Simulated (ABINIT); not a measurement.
Input of an ABINIT 10.8.3 (patched build) run:

File run.abi:

```
ndtset 2

pp_dirpath "./"
pseudos "Ti.GGA_PBE-JTH.xml, Al.GGA_PBE-JTH.xml"

acell 3*1.0
rprim
     5.4183403473     0.0000000000     0.0000000000
    -2.7091701735     4.6924203870     0.0000000000
     0.0000000000     0.0000000000     8.8402956583
ntypat 2
znucl 22 13
natom 2
typat 1 2
xcart
     0.0000000000     0.0000000000     0.0000000000
    -0.0000000001     1.6554146219     2.3390415000 Angstrom

ecut 18.0
pawecutdg 36.0

ixc -497498
usekden 1
pawxcdev 0

occopt 3
tsmear 0.00183747

nstep 100

iomode 3
prtwf 0
prteig 0
prtebands 0
prtden1 1
prtkden1 1

kptopt1 1
ngkpt1 11 11 6
nshiftk1 1
shiftk1 0.0 0.0 0.0
nband1 12
tolvrs1 1.0e-7

iscf2 -2
getden2 1
getkden2 1
nband2 18
nbdbuf2 4
tolwfr2 1.0e-11
kptopt2 -7
ndivsm2 5
prteig2 1
kptbounds2
     0.0000000000     0.0000000000     0.0000000000
     0.5000000000     0.0000000000     0.0000000000
     0.3333333333     0.3333333333     0.0000000000
     0.0000000000     0.0000000000     0.0000000000
     0.0000000000     0.0000000000     0.5000000000
     0.5000000000     0.0000000000     0.5000000000
     0.3333333333     0.3333333333     0.5000000000
     0.0000000000     0.0000000000     0.5000000000
```

Potentials or basis: JTH PAW PBE v2.0.

Command:

```console
$ abinit run.abi > log 2>&1
```

Problem. What does it give for the pressure?

Solution. -1.1 GPa.

Problem. Estimate the band gap on the k mesh.

Solution. None (metal or under the smearing width).

Levels at the corners of the path, in eV from the Fermi level:
| point | band 4 | band 5 | band 6 | band 7 | band 8 | band 9 | band 10 | band 11 |
| --- | --- | --- | --- | --- | --- | --- | --- | --- |
| Γ | -33.72 | -9.44 | -2.41 | -2.06 | 1.43 | 1.43 | 3.07 | 3.07 |
| M | -33.85 | -3.89 | -2.96 | -1.53 | -0.99 | 2.37 | 4.19 | 4.28 |
| K | -34.03 | -2.07 | -1.81 | -1.77 | -0.46 | 0.12 | 2.08 | 3.08 |
| Γ | -33.72 | -9.44 | -2.41 | -2.06 | 1.43 | 1.43 | 3.07 | 3.07 |
| A | -33.72 | -8.49 | -5.63 | -0.42 | 1.45 | 1.45 | 2.99 | 2.99 |
| L | -33.85 | -3.79 | -2.53 | -1.89 | 0.46 | 1.09 | 2.16 | 3.27 |
| H | -34.03 | -2.10 | -1.87 | -0.73 | -0.70 | 0.00 | 1.42 | 3.55 |
| A | -33.72 | -8.49 | -5.63 | -0.42 | 1.45 | 1.45 | 2.99 | 2.99 |

Caveat: the PAW data sets were made with another functional, which shifts forces and pressure a little.
